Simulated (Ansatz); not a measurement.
# Hf (P6/mmm) under several functionals

Plane-wave DFT in Ansatz with scalar-relativistic PAW potentials. The same structure was relaxed (cell and atoms, symmetry kept) in separate runs at each level. This form isn't the element's structure at ambient conditions. No spin polarisation.

| level | cutoff (eV) | k mesh | V (Å³/atom) | a (Å) | c (Å) |
| --- | --- | --- | --- | --- | --- |
| PBEsol | 420 | 12×12×14 | 21.383 | 4.919 | 3.061 |
| r2SCAN | 500 | 12×12×14 | 22.060 | 4.974 | 3.089 |
| PBE | 420 | 12×12×14 | 22.315 | 4.994 | 3.099 |

Task: Where does PBE+D3(BJ) (420 eV, k mesh 12×12×14) fall?

Result: V (Å³/atom) 21.620, a (Å) 4.941, c (Å) 3.068. Its volume is between those of PBEsol and r2SCAN. The usual order of volumes, PBEsol < PBE, holds here (21.383, 22.315 Å³/atom). As a rule PBEsol, built on the gradient expansion of slowly varying densities, lies between LDA and PBE; PBE's stronger gradient term for exchange weakens bonds. Adding D3 to PBE changes the volume by -3.1 %; the term is attractive, so it pulls cells in. In metals the pairwise form ignores screening by the conduction electrons and often pulls in too far. r2SCAN lies 1.1 % under PBE in volume.

Spin–orbit coupling is left out, which can shift energies with elements as heavy as these.